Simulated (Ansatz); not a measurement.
## Ideal shear of a crystal plane in Pt

Theory: DFT PBEsol, scalar-relativistic, plane waves, PAW (Ansatz 0.2.0). Settings: plane waves to 420 eV, k-mesh 21×21×5 (Γ-centred), Gaussian smearing 0.15 eV. Spin–orbit coupling is left out, which can shift energies with elements as heavy as these. No spin polarisation. Energies are free energies at this smearing, counted from the undisturbed cell; pressure is positive in compression.

The undisturbed cell (relaxed at this level; with this scan's settings it stands at 0.1 GPa):

```
CELL_PARAMETERS angstrom
-1.95903 -1.95903 0.00000
1.95903 -1.95903 0.00000
0.00000 0.00000 11.75418
ATOMIC_POSITIONS crystal
Pt 0.00000 0.00000 0.91665
Pt 0.50000 0.50000 0.08332
Pt 0.00000 0.00000 0.24998
Pt 0.50000 0.50000 0.41665
Pt 0.00000 0.00000 0.58332
Pt 0.50000 0.50000 0.74998
```

The cut lies on the cell's a–b face, a (0 0 1) plane (indices in the standard cell, whose axes needn't be the Cartesian ones shown) of area 7.68 Å², between layers 1.96 Å apart. Vector c is tilted by f times 1·a + 0·b (length 2.770 Å) with the atoms' Cartesian places fixed: one unrelaxed fault a cell. The traction is dγ/du, the slope of γ against the slip u in Å. Some rows repeat others by symmetry and weren't run.

```csv
f,γ (mJ/m²),traction (GPa)
0.0000,0,0.0
0.1000,180,12.4
0.2000,634,19.3
0.3000,1182,18.9
0.4000,1612,11.1
0.5000,1769,0.0
0.6000,1612,-11.1
0.8000,634,-19.3
```

**Question.** Read off the first barrier and the stress needed to climb it, and compare with Frenkel's sinusoid.

**Answer.** The first sampled maximum lies at f = 0.500, a slip of 1.39 Å, with γ ≈ 1769 mJ/m², which stands in for the unstable fault energy γ_us, and the steepest sampled slope before it is 19.3 GPa. A sinusoid γ = γ_us sin²(πu/λ) with its maximum there has λ = 2.77 Å and a largest slope πγ_us/λ = 20.1 GPa (1 mJ/m² per Å = 0.01 GPa).

**Question.** Is there a metastable fault on this line?

**Answer.** Apart from points where γ returns to about zero, no local minimum shows among the samples, so at this sampling the line offers no fault for a dislocation to split on; a fault can still lie off the line.

The cut is rigid; relaxing the faces lowers these energies and usually the stresses.

In a metal these slopes depend on the k mesh and the smearing.

Cost: 6 runs of about 11 core-minutes in all, on Arm Neoverse V2 (shared hosts).